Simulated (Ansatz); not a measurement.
# GaN (P6_3mc) in Ansatz: reference runs

Reference runs on GaN: the cell as given and a disturbed copy, then over a range of volumes.

All numbers are computed with Ansatz 0.2.0; they aren't measurements. Logs are shortened: lines on timing, memory, paths and dates and some standing lists are left out, and cuts for length are marked.

**Measured values to compare with.**

“Studying electronic properties in GaN without electrical contacts using γ-γ vs e−-γ Perturbed Angular Correlations”, 2019, pmc:6823545 quotes, for a bulk crystal of GaN: band gap 3.503 ± 0.005 eV (direct).

How close the calculation comes is told below.

**1. Starting point**

Symmetry: P6_3mc, No. 186, hexagonal system. Conventional cell: a = 3.180 Å, b = 3.180 Å, c = 5.166 Å, α = 90.00°, β = 90.00°, γ = 120.00°. Ga (site symmetry 3m) is surrounded by 4 N at 1.94 to 1.95 Å. Around N (site symmetry 3m) lie 4 Ga at 1.94 to 1.95 Å.

**2. Single point, PBE**

File input.yaml:

```yaml
crystal:
  lattice:
    - [3.18, 0.0, 0.0]
    - [-1.59, 2.753960784, 0.0]
    - [0.0, 0.0, 5.166]
  atoms:
    - { symbol: Ga, position: [0.6666666667, 0.3333333333, 0.5] }
    - { symbol: Ga, position: [0.3333333333, 0.6666666667, 0.0] }
    - { symbol: "N", position: [0.6666666667, 0.3333333333, 0.875] }
    - { symbol: "N", position: [0.3333333333, 0.6666666667, 0.375] }
hamiltonian:
  xc: pbe
  pseudopotentials: { kind: paw }
kpoints:
  mp_grid: { grid: [10, 10, 5] }
scf:
  occupations: { method: fermi_dirac, width: 0.05 }
output:
  forces: true
  stress: true
  eigenvalues: true
  write_density: true
  write_potential: true
  elf: true
  volumetric_format: npy
```

Potentials or basis: Ansatz PAW.

On the command line:

```sh
> ansatz run input.yaml --threads 2 --pin off --max-ram 5120MiB --backend cpu --events-out ev --progress --plain --runs-dir out
```

The log of the run:

```text
Warning: RAYON_NUM_THREADS=2 ignored (pool sized by the plan → 2); use --threads N
Engine: ansatz 0.2.0, aarch64-unknown-linux-gnu
Pseudopotentials: kind: paw
Pseudopotential: Ga, paw, valence charge 13, recommended cutoff 420 eV (normal), Ga.paw.azcp
Pseudopotential: N, paw, valence charge 5, recommended cutoff 420 eV (normal), N.paw.azcp
Functional definition: PBE
  parameter kappa = 0.804
  parameter beta = 0.06672455060314922
  exchange = pbe_x(kappa = kappa, mu = beta*pi^2/3)
  correlation = pbe_c(beta = beta)
Crystal: 4 atoms, lattice volume = 45.242 Å³
Basis set: ecut = 420 eV, 881 PW (Γ), exchange–correlation on 48×48×72 points (8 copies of the dense FFT grid, shifted against one another)
Bands: 22, of which v1, the nominal top of the filled ones, is band 18 counted from 1 (17 counted from 0)
Symmetry: 12 space group operations
Space group: P63mc (ITA 186), of the structure as read, at distance tolerance 3.6e-5 Å
k-points: 42 of 500 (time reversal used)
Non-local potential: Ga, projectors of the file, l = 0: 2, l = 1: 2, l = 2: 3, l = 3: 1
Non-local potential: N, projectors of the file, l = 0: 2, l = 1: 2, l = 2: 1
PAW form: soft (Blöchl's): semilocal exchange-correlation on the pseudo side does not see the compensation charge
PAW one-centre angular grid: Ga, 590 points (default); XC on 64 Gauss nodes
PAW one-centre angular grid: N, 110 points (default); XC on 64 Gauss nodes
Initial density: superposition of atomic densities (neutral atoms: chi_scale 0, normalization atom), corrected by the library's trained network
Initial wavefunctions: pseudopotential atomic-orbital guess
Functional: x = pbe(κ = 0.804, μ = 0.2195149727645171), c = pbe(β = 0.06672455060314922)
SCF iter   1: F=—  HF=-8335.795572 eV  |F-HF|=—  |Δ(HF+E_count)|=         —  Δρ=8.48e-4  dr2=1.83e-4  ethr=1.77e-3  ⟨swp⟩=5.1  Hψ=3699  notcnv=0
preconditioner: auto → Resta (q_TF=auto, 2.626 Å⁻¹)  ε∞=5.0  [insulator: Δε(μ)=1.958 eV  Ē_g=16.647 eV  σ=0.050 eV  W_gap=1.00  n_scr=22 (ndim 8)  ℏωp=33.1 eV  f_vac=0.008  D(μ)=0.00/eV (n_scr^D=0)  ε∞_Penn≈5.0]
SCF iter   2: F=—  HF=-8335.796187 eV  |F-HF|=—  |Δ(HF+E_count)|=   6.15e-4  Δρ=4.03e-4  dr2=2.57e-5  ethr=5.08e-7  ⟨swp⟩=2.2  Hψ=2026  notcnv=0
SCF iter   3: F=—  HF=-8335.796301 eV  |F-HF|=—  |Δ(HF+E_count)|=   1.15e-4  Δρ=1.87e-4  dr2=6.69e-6  ethr=7.13e-8  ⟨swp⟩=2.0  Hψ=1613  notcnv=0
SCF iter   4: F=—  HF=-8335.796329 eV  |F-HF|=—  |Δ(HF+E_count)|=   2.72e-5  Δρ=5.63e-5  dr2=9.62e-7  ethr=1.86e-8  ⟨swp⟩=2.0  Hψ=1659  notcnv=0
iter 5 did not close the SCF: its close was put off for the readings that it lacked (scf_convergence_deferred on its scf_iter line)
SCF iter   5: F=-8335.796332 eV  HF=-8335.796331 eV  |F-HF|=2.27e-7  |Δ(HF+E_count)|=   2.72e-6  Δρ=1.82e-5  dr2=9.27e-8  ethr=2.67e-9  ⟨swp⟩=2.0  Hψ=1676  notcnv=0
SCF iter   6: F=-8335.796332 eV  HF=-8335.796332 eV  |F-HF|=3.44e-9  |Δ(HF+E_count)|=   2.46e-7  Δρ=4.55e-6  dr2=8.42e-9  ethr=2.57e-10  ⟨swp⟩=5.0  Hψ=5410  notcnv=0
SCF 1 converged in 6 iterations: F = -8335.796332 eV  dr2 = 8.42e-9
SCF converged after 6 iterations
Free energy (F): -8335.796332 eV
Harris-Foulkes:  -8335.796332 eV  (|F-HF|=3.44e-9)
Internal energy: -8335.796332 eV  (E = F + TS)
E sigma→0 (E₀):  -8335.796332 eV
Fermi energy:    10.870362 eV
--- Per-component energies (eV) ---
  E_band       = -5.329025
  E_kinetic    = 495.402260
  E_local      = -3888.975750  (includes V_loc(G=0)·N_el)
  E_nonlocal   = 948.898205
  E_hartree    = 1791.443278
  E_xc         = -257.979867
  E_vxc        = -268.793731  (∫ρ·V_xc dr)
  E_paw        = -4240.757783  (= ΣΔE_a)
  E_vpaw       = -874.746497  (= ΣTr[D̂ρ^β])
  E_aug_tail   = 0.000054  (compensation charges beyond the density's cutoff)
  E_ewald      = -3183.826728
  E_smearing   = -0.000000  (= −TS)
  E_closure    = -0.000000  (closes the sum)
  Σ components = -8335.796332   (vs F -8335.796332, Δ=0.00e0)
--- Forces (eV/Å), atoms counted from 1 ---
  atom   1  Ga     0.00000000    -0.00000000    -0.13702268
  atom   2  Ga     0.00000000     0.00000000    -0.13702268
  atom   3  N      0.00000000    -0.00000000     0.13701352
  atom   4  N      0.00000000     0.00000000     0.13701352
  max |Σ_I F_I| component: 1.83e-5 eV/Å
--- Stress (GPa, compression-positive) ---
        6.577590      -0.000000      -0.000000
        0.000000       6.577590       0.000000
       -0.000000       0.000000       8.729205
  P = ⅓ Tr σ = 7.2948 GPa (72.948 kbar)
--- Band table (eV; the first three rows and the last of 42) ---
  k-point 0: bands = ["-6.2153", "-5.2787", "-3.6527", "-3.6314", "-3.6314", "-3.5673", "-3.5673", "-3.3756", "-3.3756", "-3.2739", "-3.2739", "-2.0134", "2.7083", "8.7901", "8.7901", "9.7923", "9.8518", "9.8518", "11.8162", "14.1547", "19.1049", "19.7819"]
  k-point 1: bands = ["-6.0980", "-5.3256", "-3.6291", "-3.6291", "-3.6194", "-3.5770", "-3.5770", "-3.3623", "-3.3623", "-3.2803", "-3.2803", "-2.4085", "3.4303", "8.7233", "8.8869", "8.8869", "9.7460", "9.7460", "12.6954", "14.2293", "18.8382", "19.8261"]
  k-point 2: bands = ["-5.8039", "-5.4982", "-3.6189", "-3.6189", "-3.5988", "-3.5988", "-3.4659", "-3.3316", "-3.3316", "-3.3004", "-3.3004", "-3.0599", "5.0454", "6.9256", "9.1444", "9.1444", "9.4727", "9.4727", "13.8071", "14.2842", "18.4036", "18.6576"]
  k-point 41: bands = ["-5.1301", "-5.1127", "-3.5389", "-3.5172", "-3.5034", "-3.4518", "-3.3649", "-3.3624", "-3.3257", "-3.3164", "-1.6983", "-1.5757", "3.6401", "3.7702", "5.4373", "6.1817", "8.0379", "8.3346", "16.1734", "16.2086", "17.2010", "17.7092"]
```

It took 2.2 s on 2 threads of Arm Neoverse V2, shared host; peak memory 0.35 GiB.

What came out:

```yaml
Free_energy: -8335.7963 eV
Pressure: 7.3 GPa
Largest_force: 0.137 eV/Å
Band_gap_on_the_k_mesh: 1.96 eV, direct
```

Forces in eV/Å, atoms in the order of the input:
```
Ga   0.000  0.000 -0.137
Ga   0.000  0.000 -0.137
N    0.000  0.000  0.137
N    0.000  0.000  0.137
```

Stress tensor (GPa, compression positive):
```
6.58 0.00 0.00
0.00 6.58 0.00
0.00 0.00 8.73
```

Levels at points of the mesh, in eV from the valence-band top:
| k point | band 14 | band 15 | band 16 | band 17 | band 18 | band 19 | band 20 | band 21 | band 22 |
| --- | --- | --- | --- | --- | --- | --- | --- | --- | --- |
| (0.00, 0.00, 0.00) | -1.06 | -1.06 | -0.06 | 0.00 | 0.00 | 1.96 | 4.30 | 9.25 | 9.93 |
| (0.00, -0.50, 0.00) | -5.29 | -4.27 | -2.78 | -2.26 | -0.99 | 5.08 | 5.61 | 6.08 | 8.67 |

Caveat: odd divisions of the mesh miss points on the zone boundary, where band edges often lie, so the gap on the mesh can be too wide; the pressure holds a Pulay correction of +0.5 GPa for the finite cutoff.

**3. Single point, PBE (atoms moved at random, drawn with an rms of 0.05 Å)**

File input.yaml:

```yaml
crystal:
  lattice:
    - [3.18, 0.0, 0.0]
    - [-1.59, 2.753960784, 0.0]
    - [0.0, 0.0, 5.166]
  atoms:
    - { symbol: Ga, position: [0.677932, 0.337742, 0.498947] }
    - { symbol: Ga, position: [0.345992, 0.669724, 0.010592] }
    - { symbol: "N", position: [0.670247, 0.342543, 0.876186] }
    - { symbol: "N", position: [0.334197, 0.65293, 0.374213] }
hamiltonian:
  xc: pbe
  pseudopotentials: { kind: paw }
kpoints:
  mp_grid: { grid: [10, 10, 5] }
scf:
  occupations: { method: fermi_dirac, width: 0.05 }
output:
  forces: true
  stress: true
  eigenvalues: true
```

Potentials or basis: Ansatz PAW.

On the command line:

```sh
> ansatz run input.yaml --threads 2 --pin off --max-ram 5120MiB --backend cpu --events-out ev --progress --plain --runs-dir out
```

The log of the run:

```text
Warning: RAYON_NUM_THREADS=2 ignored (pool sized by the plan → 2); use --threads N
[... 9 set-up lines as earlier in the session ...]
Crystal: 4 atoms, lattice volume = 45.242 Å³
Basis set: ecut = 420 eV, 881 PW (Γ), exchange–correlation on 48×48×72 points (8 copies of the dense FFT grid, shifted against one another)
Bands: 22, of which v1, the nominal top of the filled ones, is band 18 counted from 1 (17 counted from 0)
Symmetry: 1 space group operations
Space group: P1 (ITA 1), of the structure as read, at distance tolerance 3.6e-5 Å
k-points: 252 of 500 (time reversal used)
[... 8 set-up lines as earlier in the session ...]
[... 15 lines left out ...]
--- Per-component energies (eV) ---
  E_band       = -5.638415
  E_kinetic    = 495.506721
  E_local      = -3892.406232  (includes V_loc(G=0)·N_el)
  E_nonlocal   = 948.874917
  E_hartree    = 1792.897551
  E_xc         = -258.025184
  E_vxc        = -268.847268  (∫ρ·V_xc dr)
  E_paw        = -4240.660261  (= ΣΔE_a)
  E_vpaw       = -874.561941  (= ΣTr[D̂ρ^β])
  E_aug_tail   = 0.000051  (compensation charges beyond the density's cutoff)
  E_ewald      = -3181.912322
  E_smearing   = -0.000000  (= −TS)
  E_closure    = 0.000000  (closes the sum)
  Σ components = -8335.724759   (vs F -8335.724759, Δ=0.00e0)
--- Forces (eV/Å), atoms counted from 1 ---
  atom   1  Ga    -0.08729050    -0.52773286     0.49794557
  atom   2  Ga    -0.45145956     0.18111164    -1.45059330
  atom   3  N      0.49348450    -0.26012482     0.20145081
  atom   4  N      0.04526290     0.60675535     0.75120292
  max |Σ_I F_I| component: 9.31e-6 eV/Å
--- Stress (GPa, compression-positive) ---
        8.229314      -1.021409      -0.935371
       -1.021409       3.820077      -0.653595
       -0.935371      -0.653595      11.425558
  P = ⅓ Tr σ = 7.8250 GPa (78.250 kbar)
--- Band table (eV; the first three rows and the last of 252) ---
  k-point 0: bands = ["-6.2831", "-5.2356", "-3.7218", "-3.6998", "-3.6762", "-3.5131", "-3.5009", "-3.4301", "-3.4267", "-3.2396", "-3.2333", "-2.0067", "2.6306", "8.6308", "8.8657", "9.7370", "9.8737", "9.9458", "11.7975", "14.2080", "19.0378", "19.7792"]
  k-point 1: bands = ["-6.1772", "-5.2693", "-3.7221", "-3.7005", "-3.6468", "-3.5228", "-3.5131", "-3.4155", "-3.4132", "-3.2419", "-3.2364", "-2.4074", "3.3593", "8.6759", "8.7263", "8.9532", "9.7630", "9.8542", "12.6639", "14.2756", "18.7843", "19.7871"]
  k-point 2: bands = ["-5.9502", "-5.3710", "-3.7223", "-3.7013", "-3.5521", "-3.5291", "-3.4962", "-3.3950", "-3.3925", "-3.2467", "-3.2424", "-3.0519", "4.9762", "6.8873", "8.9424", "9.1513", "9.5106", "9.6564", "13.7567", "14.3200", "18.3428", "18.7979"]
  k-point 251: bands = ["-5.3834", "-4.9666", "-3.6574", "-3.5593", "-3.5553", "-3.4018", "-3.3927", "-3.3371", "-3.3216", "-3.2016", "-1.9953", "-1.7911", "2.9790", "3.4098", "7.4060", "7.6236", "8.1577", "8.3393", "13.9760", "14.5596", "17.5905", "18.0523"]
```

Run time: 9.1 s. Hardware: 2 threads of Arm Neoverse V2, shared host; peak memory 0.5 GiB.

What came out:

```
Free energy            : -8335.7248 eV
Pressure               : 7.8 GPa
Largest force          : 1.530 eV/Å
Band gap on the k mesh : 1.85 eV, direct
```

Forces in eV/Å, atoms in the order of the input:
```
Ga  -0.087 -0.528  0.498
Ga  -0.451  0.181 -1.451
N    0.493 -0.260  0.201
N    0.045  0.607  0.751
```

Levels at points of the mesh, in eV from the valence-band top:
```csv
k point,band 16,band 17,band 18,band 19,band 20,band 21
"(0.00, 0.00, 0.00)",-0.21,-0.07,0.00,1.85,4.26,9.09
"(0.00, -0.50, 0.00)",-2.93,-2.28,-1.02,4.94,5.45,5.71
"(-0.50, 0.00, 0.00)",-2.88,-2.43,-1.00,4.98,5.52,5.98
"(-0.50, -0.50, 0.00)",-2.85,-2.56,-0.97,4.96,5.62,6.18
```

Caveat: odd divisions of the mesh miss points on the zone boundary, where band edges often lie, so the gap on the mesh can be too wide; the pressure holds a Pulay correction of +0.5 GPa for the finite cutoff.

(Continued in part 2 of 2.)
